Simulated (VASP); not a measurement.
Crystal: CaS.

```
Ca S
1.0
     0.00000    2.85237    2.85237
     2.85237    0.00000    2.85237
     2.85237    2.85237    0.00000
Ca S
1 1
Cartesian
  0.0000 0.0000 0.0000
  2.8524 2.8524 2.8524
```

The cell comes from a database or a generator and needn't be the stable form of this composition.

| Property | Result |
| --- | --- |
| Program | VASP 6.6.1 |
| Task | relaxation of cell and atoms |
| Functional | PBEsol |
| Potentials or basis | VASP PAW PBE potentials, release 64 (Ca_sv, S) |
| Cutoff | 600 eV |
| k mesh | 8 × 8 × 8 |
| Occupations | gaussian, width 0.02 eV |
| Spin | no spin polarisation |

At the start: pressure -1.9 GPa; volume 23.21 Å³/atom.

Problem. How do energy, volume and symmetry change on relaxing?

Solution. Over 3 steps the energy falls by 4.9 meV/atom and the volume is 22.43 Å³/atom (-3.3 %); space group Fm-3m (No. 225, to 0.05 Å).

Step by step:
```
step  energy change (eV)  largest force (eV/Å)  pressure (GPa)  volume (Å³)
   1              0.0000                0.0000           -1.95        46.41
   2             -0.0093                0.0000            0.45        44.54
   3             -0.0097                0.0000            0.00        44.86
```

Final structure:
```
CELL_PARAMETERS angstrom
0.00000 2.82024 2.82024
2.82024 0.00000 2.82024
2.82024 2.82024 0.00000
ATOMIC_POSITIONS crystal
Ca 0.00000 0.00000 0.00000
S 0.50000 0.50000 0.50000
```

Caveat: the PAW data sets were made with another functional, which shifts forces and pressure a little.
